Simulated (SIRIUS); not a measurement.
Set up this calculation in SIRIUS 7.10.0, as the native input.

| Property | Result |
| --- | --- |
| Task | single point |
| Functional | PBEsol |
| Potentials or basis | PseudoDojo 0.4.1 PBE standard (scalar relativistic) |
| Cutoff | 807 eV |
| Density cutoff | 3227 eV |
| k mesh | 10 × 10 × 5 |
| Occupations | fermi-dirac, width 0.05 eV |
| Spin | no spin polarisation |
| Hubbard terms | Hf d U = 4 eV |
| Libxc names | ["XC_GGA_X_PBE_SOL", "XC_GGA_C_PBE_SOL"] |
| Energy tol | 1e-08 Ha |
| Density tol | 1e-06 |
| Mixer | anderson |
| Mixing beta | 0.7 |
| Max scf | 100 |
| Radial cutoff for the potentials' integrals | 6.5 bohr |
| Form of the Hubbard term | simplified (Dudarev) |
| Hubbard projectors | orthogonalised atomic orbitals |
| Start of the occupations | the program's own |

Hf:

```
Hf
1.0
     3.19670    0.00000    0.00000
    -1.59835    2.76842    0.00000
     0.00000    0.00000    5.05780
Hf
2
Direct
  0.66667 0.33333 0.75000
  0.33333 0.66667 0.25000
```

These files were run (other wordings do the same):

sirius.json

```json
{
  "control": {
    "processing_unit": "cpu",
    "verbosity": 2,
    "num_bands_to_print": 20,
    "print_forces": true,
    "print_stress": true
  },
  "parameters": {
    "electronic_structure_method": "pseudopotential",
    "xc_functionals": ["XC_GGA_X_PBE_SOL", "XC_GGA_C_PBE_SOL"],
    "gk_cutoff": 7.7,
    "pw_cutoff": 15.4,
    "ngridk": [10, 10, 5],
    "shiftk": [0, 0, 0],
    "smearing": "fermi_dirac",
    "smearing_width": 0.0018374661,
    "num_bands": 20,
    "num_mag_dims": 0,
    "num_dft_iter": 100,
    "energy_tol": 1e-08,
    "density_tol": 1e-06,
    "hubbard_correction": true
  },
  "iterative_solver": {
    "type": "davidson",
    "min_tolerance": 1e-09,
    "tolerance_scale": [0.1, 0.25]
  },
  "mixer": {
    "type": "anderson",
    "beta": 0.7,
    "max_history": 8
  },
  "settings": {
    "tol_ne": 1e-10,
    "pseudo_grid_cutoff": 6.5
  },
  "unit_cell": {
    "lattice_vectors": [
      [6.040887502591, 0.0, 0.0],
      [-3.020443751296, 5.23156203869, 0.0],
      [0.0, 0.0, 9.557856793132]
    ],
    "atom_coordinate_units": "lattice",
    "atom_types": ["Hf"],
    "atom_files": {
      "Hf": "Hf.json"
    },
    "atoms": {
      "Hf": [
        [0.6666666667, 0.3333333333, 0.75],
        [0.3333333333, 0.6666666667, 0.25]
      ]
    }
  },
  "hubbard": {
    "simplified": true,
    "hubbard_subspace_method": "full_orthogonalization",
    "local": [
      {
        "atom_type": "Hf",
        "n": 5,
        "l": 2,
        "U": 0.14699729,
        "J": 0.0,
        "total_initial_occupancy": 2
      }
    ]
  }
}
```

Potentials or basis: PseudoDojo 0.4.1 PBE standard (scalar relativistic).

Command:

```sh
$ upf_to_json Hf.upf
$ # the labels of the atomic orbitals (3D, 4S, ...) are then added to the .json files where the converter dropped them
$ OMP_NUM_THREADS=1 sirius.scf --input=sirius.json --output=out.json --task=0
```

It gave:

The pressure is 2.0 GPa and the band gap on the k mesh is none (metal or under the smearing width).

Caveat: the potentials were made for another functional, which shifts forces and pressure; U without spin polarisation on a metal has little footing; the U is typed as a test and isn't derived for this compound.

Wall time 53 s on 1 thread of Arm Neoverse V2, on a shared host, peak memory 0.51 GiB.
